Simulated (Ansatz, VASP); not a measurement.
## Two plane-wave programs on CdSe

```
Cd Se
1.0
     0.00000    3.03850    3.03850
     3.03850    0.00000    3.03850
     3.03850    3.03850    0.00000
Cd Se
1 1
Cartesian
  0.0000 0.0000 0.0000
  1.5192 1.5192 1.5192
```

Alike in both runs: task single point; functional HSE06; k mesh 4 × 4 × 4; no spin polarisation.

|  | VASP | Ansatz |
| --- | --- | --- |
| version | VASP 6.6.1 | Ansatz 0.2.0 |
| potentials or method | VASP PAW PBE potentials, release 64 (Cd, Se) | scalar-relativistic, plane waves, PAW |
| plane-wave cutoff (eV) | 520 | 420 |
| occupations | gaussian, width 0.01 eV | fixed |
| valence electrons in the cell | 18 | 36 |

|  | VASP | Ansatz | Ansatz less VASP |
| --- | --- | --- | --- |
| gap on the k mesh at the Fermi level (eV) | 1.57 | 1.57 | -0.004 |
| least direct gap on the mesh (eV) | 1.57 | 1.57 | -0.004 |

The two sets of potentials don't hold the same shells in valence.

Caveats: the k mesh is coarse (spacing up to 0.45 Å⁻¹), so the values aren't converged, least of all with exact exchange.
